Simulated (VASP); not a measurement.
Here is a VASP 6.6.1 calculation.

Contents of INCAR:

```
SYSTEM = Y
ALGO = Normal ; EDIFF = 1E-7
EDIFFG = -0.005 ; ENCUT = 600
GGA = PE ; IBRION = 2
ISIF = 3 ; ISMEAR = 1
IVDW = 12 ; LASPH = .TRUE.
LCHARG = .FALSE. ; LREAL = .FALSE.
LWAVE = .FALSE. ; NELM = 80
NSW = 90 ; PREC = Accurate
SIGMA = 0.1
```

Contents of KPOINTS:

```
k-points
0
G
  12 12 7
  0 0 0
```

The input POSCAR:

```
Y                                       
1.0
    3.6022086772      0.0000000000     -0.0000000000
   -1.8011043386      3.1196042242     -0.0000000000
    0.0000000000      0.0000000000      5.6052419343
  Y             
     2
Direct
     0.3333333332999970    0.6666666667000030    0.2500000000000000
     0.6666666667000030    0.3333333332999970    0.7500000000000000
```

Potentials or basis: VASP PAW PBE potentials, release 64 (Y_sv).

Run with:

```sh
$ cat potpaw_PBE.64/Y_sv/POTCAR > POTCAR
$ mpirun -np 1 vasp_std > vasp.out
```

Q: Predict the space group after relaxing (to 0.05 Å).

A: P6_3/mmc (No. 194).

Q: Predict the relaxed cell.

A: a = 3.601 Å, b = 3.601 Å, c = 5.605 Å, α = 90.00°, β = 90.00°, γ = 120.00°.

Q: What does it give for the relaxed volume?

A: 31.48 Å³/atom.

Final structure:
```cif
data_structure
_symmetry_space_group_name_H-M 'P 1'
_symmetry_Int_Tables_number 1
_cell_length_a 3.6012
_cell_length_b 3.6012
_cell_length_c 5.6050
_cell_angle_alpha 90.000
_cell_angle_beta 90.000
_cell_angle_gamma 120.000
_cell_volume 62.95
loop_
_atom_site_label
_atom_site_type_symbol
_atom_site_fract_x
_atom_site_fract_y
_atom_site_fract_z
_atom_site_occupancy
Y1 Y 0.33333 0.66667 0.25000 1
Y2 Y 0.66667 0.33333 0.75000 1
```

Caveat: pairwise dispersion overbinds metals, which lowers pressure and volume.
